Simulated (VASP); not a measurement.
Write the native input for VASP 6.6.1 that does the following.

| Property | Result |
| --- | --- |
| Task | single point |
| Functional | LDA |
| Potentials or basis | VASP PAW LDA potentials, release 64 (Mg, Te) |
| Cutoff | 520 eV |
| k mesh | 9 × 9 × 4 |
| Occupations | gaussian, width 0.05 eV |
| Spin | no spin polarisation |
| Dipole correction | no |
| Further INCAR settings | ALGO = Normal; EDIFF = 1e-06; NBANDS = 16 |

The structure of MgTe lies in POSCAR:

```
MgTe
1.0
    4.5400020208      0.0000000000      0.0000000000
   -2.2700010104      3.9317570832      0.0000000000
    0.0000000000      0.0000000000      7.3950000000
Mg Te
2 2
Direct
    0.3333333333      0.6666666667      0.0000000000
    0.6666666667      0.3333333333      0.5000000000
    0.3333333333      0.6666666667      0.3902839757
    0.6666666667      0.3333333333      0.8902839757
```

The cell isn't the ideal one: all Te atoms moved -0.150 Å, as atom 3 towards its neighbour atom 1 (Mg) at 2.736 Å.

These files were run (other wordings do the same):

INCAR

```
  PREC = Accurate
  ENCUT = 520
  EDIFF = 1E-6
  ISMEAR = 0
  SIGMA = 0.05
  LREAL = False
  LASPH = True
  NELM = 100
  ALGO = Normal
  ISIF = 2
  LWAVE = False
  LCHARG = True
  GGA = CA
  LELF = True
  LVHAR = True
  NBANDS = 16
```

KPOINTS

```
regular mesh
0
Gamma
  9 9 4
```

Potentials or basis: VASP PAW LDA potentials, release 64 (Mg, Te).

Launch:

```bash
$ cat potpaw_LDA.64/Mg/POTCAR potpaw_LDA.64/Te/POTCAR > POTCAR
$ mpirun -np 1 vasp_std > vasp.out
```

It gave:

```yaml
Pressure: -0.7 GPa
Largest_force: 0.348 eV/Å
Band_gap_on_the_k_mesh: 2.22 eV, direct
```

Caveat: spin-orbit coupling is left out, which moves the levels of the heavy elements.

It took 22 s on 1 thread of Intel(R) Xeon(R) 6975P-C (Granite Rapids), with other jobs on the host, peak memory 0.25 GiB.
